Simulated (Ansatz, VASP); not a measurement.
**TiB2: VASP beside Ansatz**

```
Ti B
1.0
     3.00904    0.00000    0.00000
    -1.50452    2.60590    0.00000
     0.00000    0.00000    3.17072
Ti B
1 2
Direct
  0.00000 0.00000 0.00000
  0.33333 0.66667 0.50000
  0.66667 0.33333 0.50000
```

Alike in both runs: functional PBE; dispersion D3(BJ); k mesh 6 × 6 × 6; occupations gaussian, width 0.1 eV; no spin polarisation.

Ansatz relaxed the structure, and its values are those at the end. VASP's run is a single point on that final structure, the one shown.

|  | VASP | Ansatz |
| --- | --- | --- |
| version | VASP 6.6.1 | Ansatz 0.2.0 |
| potentials or method | VASP PAW PBE potentials, release 64 (Ti_sv, B) | scalar-relativistic, plane waves, PAW |
| plane-wave cutoff (eV) | 520 | 420 |
| valence electrons in the cell | 18 | 18 |

Ansatz gave:

```
gap on the k mesh at the Fermi level (eV) : none
pressure (GPa)                            : 0.0
```

Which values does VASP return?

gap on the k mesh at the Fermi level (eV): none; pressure (GPa): 0.3.

A gap of «none» marks a metal or a gap that the smearing closes. The functional is the same, so the differences come from potentials, cutoffs and numerics. Ansatz warned: «structure_snapped_to_symmetry».

Caveats: the k mesh is coarse (spacing up to 0.40 Å⁻¹), so the values aren't converged; pairwise dispersion overbinds metals, which lowers pressure and volume.
